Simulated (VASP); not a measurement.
Set up this calculation in VASP 6.6.1, as the native input.

```
Task                   : single point
Functional             : PBE
Potentials or basis    : VASP PAW PBE potentials, release 64 (In_d, Pd)
Cutoff                 : 520 eV
k mesh                 : 14 × 14 × 14
Occupations            : gaussian, width 0.15 eV
Spin                   : no spin polarisation
Dipole correction      : no
Further INCAR settings : ALGO = Fast; EDIFF = 1e-06; NBANDS = 18
```

The structure of InPd lies in POSCAR:

```
InPd
1.0
    3.2718847800      0.0000000000      0.0000000000
    0.0000000000      3.2718847800      0.0000000000
    0.0000000000      0.0000000000      3.2718847800
In Pd
1 1
Direct
    0.0229225676      0.0000000000      0.0000000000
    0.5000000000      0.5000000000      0.5000000000
```

The cell comes from a database or a generator and needn't be the stable form of this composition.

The cell isn't the ideal one: all In atoms moved +0.075 Å, as atom 1 along Cartesian [1 0 0].

The input as run:

INCAR

```
  PREC = Accurate
  ENCUT = 520
  EDIFF = 1E-6
  ISMEAR = 0
  SIGMA = 0.15
  LREAL = F
  LASPH = T
  NELM = 100
  ALGO = Fast
  ISIF = 2
  LWAVE = F
  LCHARG = T
  GGA = PE
  LELF = T
  LVHAR = T
  NBANDS = 18
```

KPOINTS

```
Automatic mesh
0
Gamma
  14 14 14
```

Potentials or basis: VASP PAW PBE potentials, release 64 (In_d, Pd).

Launch:

```sh
$ cat potpaw_PBE.64/In_d/POTCAR potpaw_PBE.64/Pd/POTCAR > POTCAR
$ mpirun -np 1 vasp_std > vasp.out
```

Results of the run:

```yaml
Pressure: 4.0 GPa
Largest_force: 0.318 eV/Å
Band_gap_on_the_k_mesh: none (metal or under the smearing width)
```

It took 68 s on 1 thread of Intel(R) Xeon(R) Platinum 8375C CPU @ 2.90GHz (Ice Lake), on a shared host, peak memory 0.29 GiB.
